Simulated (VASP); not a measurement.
# Al (Fm-3m) in VASP: a series of runs

The runs below take Al through single point, with LDA.

Program: VASP 6.6.1. These are calculated values, not measurements. Logs are shortened: lines on timing, memory, paths and dates and some standing lists are left out, and cuts for length are marked.

## 1. The undisturbed crystal

It takes space group Fm-3m (No. 225, cubic). The conventional cell has a = 4.050 Å, b = 4.050 Å, c = 4.050 Å, α = 90.00°, β = 90.00°, γ = 90.00°. Al (site symmetry m-3m) is surrounded by 12 Al at 2.86 Å.

## 2. Single point, LDA (a relaxed cell with its volume scaled by 0.97)

Contents of INCAR:

```
SYSTEM = Al
PREC = Accurate
ENCUT = 350
EDIFF = 1E-7
ISMEAR = 0
SIGMA = 0.1
LREAL = .False.
LASPH = .True.
NELM = 80
ALGO = Normal
ISIF = 2
LWAVE = .False.
LCHARG = .False.
```

Contents of KPOINTS:

```
regular mesh
0
Gamma
  10 10 10
  0 0 0
```

Contents of POSCAR:

```
Al                                      
1.0
    0.0000000000      1.9695484406      1.9695484406
    1.9695484406      0.0000000000      1.9695484406
    1.9695484406      1.9695484406      0.0000000000
  Al            
     1
Direct
     0.0000000000000000    0.0000000000000000    0.0000000000000000
```

Potentials or basis: VASP PAW LDA potentials, release 64 (Al).

On the command line:

```
$ cat potpaw_LDA.64/Al/POTCAR > POTCAR
$ mpirun -np 1 vasp_std > vasp.out
```

OUTCAR:

```text
SYSTEM = Al
   PREC = Accurate
   ENCUT = 350
   EDIFF = 1E-7
   ISMEAR = 0
   LREAL = .False.
   LASPH = .True.
   NELM = 80
   ISIF = 2

 ion  position               nearest neighbor table
   1  0.000  0.000  0.000-

  LATTYP: Found a face centered cubic cell.
 ALAT       =     3.9390968812

  Lattice vectors:

 A1 = (   0.0000000000,   1.9695484406,   1.9695484406)
 A2 = (   1.9695484406,   0.0000000000,   1.9695484406)
 A3 = (   1.9695484406,   1.9695484406,   0.0000000000)

Analysis of symmetry for initial positions (statically):
=====================================================================
 Subroutine PRICEL returns:
 Original cell was already a primitive cell.

 Routine SETGRP: Setting up the symmetry group for a
 face centered cubic supercell.

 Subroutine GETGRP returns: Found 48 space group operations
 (whereof 48 operations were pure point group operations)
 out of a pool of 48 trial point group operations.

The static configuration has the point symmetry O_h .

Analysis of symmetry for dynamics (positions and initial velocities):
=====================================================================
 Subroutine PRICEL returns:
 Original cell was already a primitive cell.

 Routine SETGRP: Setting up the symmetry group for a
 face centered cubic supercell.

 Subroutine GETGRP returns: Found 48 space group operations
 (whereof 48 operations were pure point group operations)
 out of a pool of 48 trial point group operations.

The dynamic configuration has the point symmetry O_h .

 Subroutine INISYM returns: Found 48 space group operations
 (whereof 48 operations are pure point group operations),
 and found     1 'primitive' translations

----------------------------------------------------------------------------------------

                                     Primitive cell

  volume of cell :      15.2802

  direct lattice vectors                    reciprocal lattice vectors
     0.000000000  1.969548441  1.969548441    -0.253865297  0.253865297  0.253865297
     1.969548441  0.000000000  1.969548441     0.253865297 -0.253865297  0.253865297
     1.969548441  1.969548441  0.000000000     0.253865297  0.253865297 -0.253865297

  length of vectors
     2.785362116  2.785362116  2.785362116     0.439707593  0.439707593  0.439707593

  position of ions in fractional coordinates (direct lattice)
     0.000000000  0.000000000  0.000000000

  ion indices of the primitive-cell ions
[... 67 lines left out ...]
   ICHARG =      2    charge: 1-file 2-atom 10-const
   ISPIN  =      1    spin polarized calculation?
   LNONCOLLINEAR =      F non collinear calculations
   LSORBIT =      F    spin-orbit coupling
   LASPH  =      T    aspherical Exc in radial PAW
   ENCUT  =  350.0 eV  25.72 Ry    5.07 a.u.   4.25  4.25  4.25*2*pi/ulx,y,z
   NELM   =     80;   NELMIN=  2; NELMDL= -5     # of ELM steps
   EDIFF  = 0.1E-06   stopping-criterion for ELM
   LREAL  =      F    real-space projection
   EDIFFG = 0.1E-05   stopping-criterion for IOM
   NSW    =      0    number of steps for IOM
   IBRION =     -1    ionic relax: 0-MD 1-quasi-New 2-CG
   NFREE  =      0    steps in history (QN), initial steepest desc. (CG)
   ISIF   =      2    stress and relaxation
   ISYM   =      2    0-nonsym 1-usesym 2-fastsym
   POTIM  = 0.5000    time-step for ionic-motion
   TEBEG  =    0.0;   TEEND  =   0.0 temperature during run
   PSTRESS=    0.0 pullay stress
   NELECT =       3.0000    total number of electrons
   NUPDOWN=      -1.0000    fix difference up-down
   EMIN   =  10.00;   EMAX   =-10.00  energy-range for DOS
   EFERMI =   0.00;   METHOD = LEGACY
   ISMEAR =     0;   SIGMA  =   0.10  broadening in eV -4-tet -1-fermi 0-gaus
   EFERMI_NEDOS =   21; number of points for ismear=-14 and -15
   IALGO  =     38    algorithm
   IMIX   =      4    mixing-type and parameters
     AMIX     =   0.40;   BMIX     =  1.00
     AMIX_MAG =   1.60;   BMIX_MAG =  1.00
  volume/ion in A,a.u.               =      15.28       103.12
  Fermi-wavevector in a.u.,A,eV,Ry     =   0.951492  1.798060 12.317864  0.905337
  Thomas-Fermi vector in A             =   2.079967
   LORBIT       =      0    0 simple, 1 ext, 2 COOP (PROOUT), +10 PAW based schemes
   GGA     = CA    functional components
   LHFCALC =     F    Hartree Fock is set to
   AEXX    =    0.0000 exact exchange contribution
   IVDW    =     0    specifies the selected vdW correction
   LEPSILON=     F    determine dielectric tensor
   LRPA    =     F    only Hartree local field effects (RPA)
 non-spin polarized calculation
 Gauss-broadening in eV      SIGMA  =   0.10
  energy-cutoff  :      350.00
  volume of cell :       15.28
 maximum number of plane-waves:       259
 NGX is ok and might be reduce to    18
   NGX =  9   NGY =  9   NGZ =  9

 number of electron       3.0000000 magnetization

 Free energy of the ion-electron system (eV)
  ---------------------------------------------------
  ext. energy  EPLUGINS =         0.00000000
  ---------------------------------------------------
  free energy    TOTEN  =        -4.16917615 eV

  energy without entropy =       -4.16570544  energy(sigma->0) =       -4.16744079

 E-fermi :   8.7230     XC(G=0): -10.6322

 val. band max:        8.6704851980   @ k =  -0.4000   0.4000   0.1000
 cond. band min:       8.7617894867   @ k =  -0.4000   0.4000   0.0000
 fundamental gap:      0.0913042886
 Fermi energy:         8.7230121666

 k-point     1 :       0.0000    0.0000    0.0000
  band No.  band energies     occupation
      1      -3.0288      2.00000
      2      21.6069      0.00000
      3      21.6069      0.00000
      4      21.6069      0.00000
      5      23.5308      0.00000
[... 177 lines left out ...]
 k-point    24 :       0.4000    0.3000    0.0000
  band No.  band energies     occupation
      1       1.7307      2.00000
      2      12.1405      0.00000
      3      12.6960      0.00000
      4      15.3849      0.00000
      5      16.6821      0.00000

 [... further k-points ...]
[... 5 lines left out ...]
  --------------------------------------------------------------------------------------
  -------------------------------------------------------------------------------------
  Total        0.2491558      0.2491558      0.2491558      0.0000000     -0.0000000      0.0000000
  in kB       26.1247176     26.1247176     26.1247176      0.0000000     -0.0000000      0.0000000
  external PRESSURE =      26.1247176 kB  Pullay stress =       0.0000000 kB

 VOLUME and BASIS-vectors are now :
 -----------------------------------------------------------------------------
  energy-cutoff  :      350.00
  volume of cell :       15.28
      direct lattice vectors                 reciprocal lattice vectors
     0.000000000  1.969548441  1.969548441    -0.253865297  0.253865297  0.253865297
     1.969548441  0.000000000  1.969548441     0.253865297 -0.253865297  0.253865297
     1.969548441  1.969548441  0.000000000     0.253865297  0.253865297 -0.253865297

 POSITION                                       TOTAL-FORCE (eV/Angst)
 -----------------------------------------------------------------------------------
      0.00000      0.00000      0.00000         0.000000      0.000000      0.000000
 -----------------------------------------------------------------------------------
    total drift:                                0.000000      0.000000      0.000000

  FREE ENERGIE OF THE ION-ELECTRON SYSTEM (eV)
  ---------------------------------------------------
  free  energy   TOTEN  =        -4.1691761482 eV

  energy  without entropy=       -4.1657054396  energy(sigma->0) =       -4.16744079
```

stdout:

```text
POSCAR found type information on POSCAR Al
 POSCAR found :  1 types and       1 ions
 scaLAPACK will be used
 LDA part: xc-table for (Slater(with rela. corr.)+CA(PZ))
 , standard interpolation
 POSCAR, INCAR and KPOINTS ok, starting setup
 FFT: planning ... GRIDC
 FFT: planning ... GRID_SOFT
 FFT: planning ... GRID
 WAVECAR not read
 entering main loop
```

It took 1.8 s on 1 thread of Intel Xeon Platinum 8259CL at 2.50GHz (Skylake/Cascade Lake), shared host; peak memory 0.11 GiB.

What came out:

- Free energy: -4.1692 eV
- Pressure: 2.6 GPa
- Band gap on the k mesh: none (metal or under the smearing width)

Levels at points of the mesh, in eV from the Fermi level:
```
           k point  band 1  band 2  band 3  band 4  band 5
(0.00, 0.00, 0.00)  -11.75   12.88   12.88   12.88   14.81
(0.50, 0.00, 0.00)   -4.97   -4.61   11.69   11.69   11.96
(0.50, 0.50, 0.00)   -3.20   -1.74    5.20    5.79    5.79
```

## 3. Single point, LDA (a relaxed cell with its volume scaled by 1.03)

INCAR is that of step 2.

KPOINTS is that of step 2.

Contents of POSCAR:

```
Al                                      
1.0
    0.0000000000      2.0093480209      2.0093480209
    2.0093480209      0.0000000000      2.0093480209
    2.0093480209      2.0093480209      0.0000000000
  Al            
     1
Direct
     0.0000000000000000    0.0000000000000000    0.0000000000000000
```

Potentials or basis: VASP PAW LDA potentials, release 64 (Al).

On the command line:

```
$ cat potpaw_LDA.64/Al/POTCAR > POTCAR
$ mpirun -np 1 vasp_std > vasp.out
```

It took 1.8 s on 1 thread of Intel Xeon Platinum 8259CL at 2.50GHz (Skylake/Cascade Lake), shared host; peak memory 0.11 GiB.

The run converged. Its results:

| Item | Value |
| --- | --- |
| Free energy | -4.1700 eV |
| Pressure | -2.1 GPa |
| Band gap on the k mesh | none (metal or under the smearing width) |

Levels at points of the mesh, in eV from the Fermi level:
```tsv
k point	band 1	band 2	band 3	band 4	band 5
(0.00, 0.00, 0.00)	-11.35	12.53	12.53	12.53	13.97
(0.50, 0.00, 0.00)	-4.75	-4.55	11.28	11.28	11.38
(0.50, 0.50, 0.00)	-3.07	-1.75	5.17	5.48	5.48
```

## 4. Single point, LDA (a relaxed cell with its volume scaled by 0.94)

INCAR is that of step 3.

KPOINTS is that of step 3.

Contents of POSCAR:

```
Al                                      
1.0
    0.0000000000      1.9490308189      1.9490308189
    1.9490308189      0.0000000000      1.9490308189
    1.9490308189      1.9490308189      0.0000000000
  Al            
     1
Direct
     0.0000000000000000    0.0000000000000000    0.0000000000000000
```

Potentials or basis: VASP PAW LDA potentials, release 64 (Al).

On the command line:

```
$ cat potpaw_LDA.64/Al/POTCAR > POTCAR
$ mpirun -np 1 vasp_std > vasp.out
```

OUTCAR:

```text
SYSTEM = Al
   PREC = Accurate
   ENCUT = 350
   EDIFF = 1E-7
   ISMEAR = 0
   LREAL = .False.
   LASPH = .True.
   NELM = 80
   ISIF = 2

 ion  position               nearest neighbor table
   1  0.000  0.000  0.000-

  LATTYP: Found a face centered cubic cell.
 ALAT       =     3.8980616378

  Lattice vectors:

 A1 = (   0.0000000000,   1.9490308189,   1.9490308189)
 A2 = (   1.9490308189,   0.0000000000,   1.9490308189)
 A3 = (   1.9490308189,   1.9490308189,   0.0000000000)

[... 187 lines left out ...]
      5      24.3203      0.00000
[... 177 lines left out ...]
 k-point    24 :       0.4000    0.3000    0.0000
  band No.  band energies     occupation
      1       1.9481      2.00000
      2      12.5210      0.00000
      3      13.1381      0.00000
      4      15.9048      0.00000
      5      17.1853      0.00000

 [... further k-points ...]
[... 5 lines left out ...]
  --------------------------------------------------------------------------------------
  -------------------------------------------------------------------------------------
  Total        0.5368411      0.5368411      0.5368411      0.0000000     -0.0000000      0.0000000
  in kB       58.0858371     58.0858371     58.0858371      0.0000000     -0.0000000      0.0000000
  external PRESSURE =      58.0858371 kB  Pullay stress =       0.0000000 kB

 VOLUME and BASIS-vectors are now :
 -----------------------------------------------------------------------------
  energy-cutoff  :      350.00
  volume of cell :       14.81
      direct lattice vectors                 reciprocal lattice vectors
     0.000000000  1.949030819  1.949030819    -0.256537760  0.256537760  0.256537760
     1.949030819  0.000000000  1.949030819     0.256537760 -0.256537760  0.256537760
     1.949030819  1.949030819  0.000000000     0.256537760  0.256537760 -0.256537760

 POSITION                                       TOTAL-FORCE (eV/Angst)
 -----------------------------------------------------------------------------------
      0.00000      0.00000      0.00000         0.000000      0.000000      0.000000
 -----------------------------------------------------------------------------------
    total drift:                                0.000000     -0.000000     -0.000000

  FREE ENERGIE OF THE ION-ELECTRON SYSTEM (eV)
  ---------------------------------------------------
  free  energy   TOTEN  =        -4.1565781573 eV

  energy  without entropy=       -4.1540918848  energy(sigma->0) =       -4.15533502
```

stdout:

```text
POSCAR found type information on POSCAR Al
 POSCAR found :  1 types and       1 ions
 scaLAPACK will be used
 LDA part: xc-table for (Slater(with rela. corr.)+CA(PZ))
 , standard interpolation
 POSCAR, INCAR and KPOINTS ok, starting setup
 FFT: planning ... GRIDC
 FFT: planning ... GRID_SOFT
 FFT: planning ... GRID
 WAVECAR not read
 entering main loop
```

Wall time 1.9 s (1 thread of Intel Xeon Platinum 8259CL at 2.50GHz (Skylake/Cascade Lake), shared host); peak memory 0.1 GiB.

What came out:

- Free energy: -4.1566 eV
- Pressure: 5.8 GPa
- Band gap on the k mesh: none (metal or under the smearing width)

Levels at points of the mesh, in eV from the Fermi level:
| k point | band 1 | band 2 | band 3 | band 4 | band 5 |
| --- | --- | --- | --- | --- | --- |
| (0.00, 0.00, 0.00) | -11.96 | 13.09 | 13.09 | 13.09 | 15.27 |
| (0.50, 0.00, 0.00) | -5.08 | -4.64 | 11.85 | 11.85 | 12.34 |
| (0.50, 0.50, 0.00) | -3.25 | -1.74 | 5.22 | 5.97 | 5.97 |

## 5. Overview

```tsv
cell	gap on the mesh (eV)	pressure (GPa)
a relaxed cell with its volume scaled by 0.97	none	2.6
a relaxed cell with its volume scaled by 1.03	none	-2.1
a relaxed cell with its volume scaled by 0.94	none	5.8
```

Alike in all rows: task single point; level LDA; potentials or basis VASP PAW LDA potentials, release 64 (Al); no spin polarisation; k mesh 10 × 10 × 10; cutoff (eV) 350; smearing gaussian 0.1 eV.

Absolute energies hang on the potentials; compare differences alone.
